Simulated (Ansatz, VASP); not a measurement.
One calculation of Ag, two programs

```
Ag
1.0
     5.04570    0.24136    0.71320
    -1.67573    3.57379   -0.52090
    -1.28910   -0.20670    2.73667
Ag
3
Direct
  0.01958 0.98671 0.86182
  0.68625 0.32010 0.19508
  0.35282 0.65331 0.52840
```

Alike in both runs: functional PBE; k mesh 6 × 4 × 6; occupations gaussian, width 0.1 eV; no spin polarisation.

Ansatz relaxed the structure, and its values are those at the end. VASP's run is a single point on that final structure, the one shown.

```csv
,VASP,Ansatz
version,VASP 6.6.1,Ansatz 0.2.0
potentials or method,"VASP PAW PBE potentials, release 64 (Ag)","scalar-relativistic, plane waves, PAW"
plane-wave cutoff (eV),520,420
valence electrons in the cell,33,57
```

|  | VASP | Ansatz | Ansatz less VASP |
| --- | --- | --- | --- |
| gap on the k mesh at the Fermi level (eV) | none | none | - |
| pressure (GPa) | -0.2 | 0.0 | +0.11 |

A gap of «none» marks a metal or a gap that the smearing closes. The two sets of potentials don't hold the same shells in valence.

Caveats: the k mesh is coarse (spacing up to 0.43 Å⁻¹), so the values aren't converged.
